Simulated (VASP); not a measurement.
Here is a VASP 6.6.1 calculation.

Contents of INCAR:

```
ALGO = Fast
EDIFF = 1E-7
ENCUT = 520
GGA = PE
ISIF = 2
ISMEAR = 0
LASPH = True
LCHARG = True
LELF = True
LREAL = False
LWAVE = False
NELM = 100
PREC = Accurate
SIGMA = 0.02
```

KPOINTS

```
k-points
0
Gamma
  7 7 7
```

Contents of POSCAR:

```
CdTe
1.0
    0.0000000000      3.2050000000      3.2050000000
    3.2050000000      0.0000000000      3.2050000000
    3.2050000000      3.2050000000      0.0000000000
Te Cd
1 1
Direct
    0.7500000000      0.7500000000      0.7500000000
    0.0000000000      0.0000000000      0.0000000000
```

Potentials or basis: VASP PAW PBE potentials, release 64 (Te, Cd).

Launch:

```sh
$ cat potpaw_PBE.64/Te/POTCAR potpaw_PBE.64/Cd/POTCAR > POTCAR
$ mpirun -np 1 vasp_std > vasp.out
```

Question: What does it give for the pressure?

Answer: 4.4 GPa.

Question: What does it give for the band gap on the k mesh?

Answer: 0.87 eV, direct.

Caveat: spin-orbit coupling is left out, which moves the levels of the heavy elements.

**The experiment to reproduce.**

A printed reference work, data compilation reports, for a bulk crystal of CdTe at 0 K: band gap 1.607 eV.

Measured gap of CdTe: 1.607 eV (0 K; a printed reference work, data compilation). This calculation gives 0.87 eV (-0.73 eV). Spin-orbit coupling on Cd, Te is left out. The value is that of PBE, without temperature or zero-point motion. Semilocal functionals fall short of measured gaps as a rule.
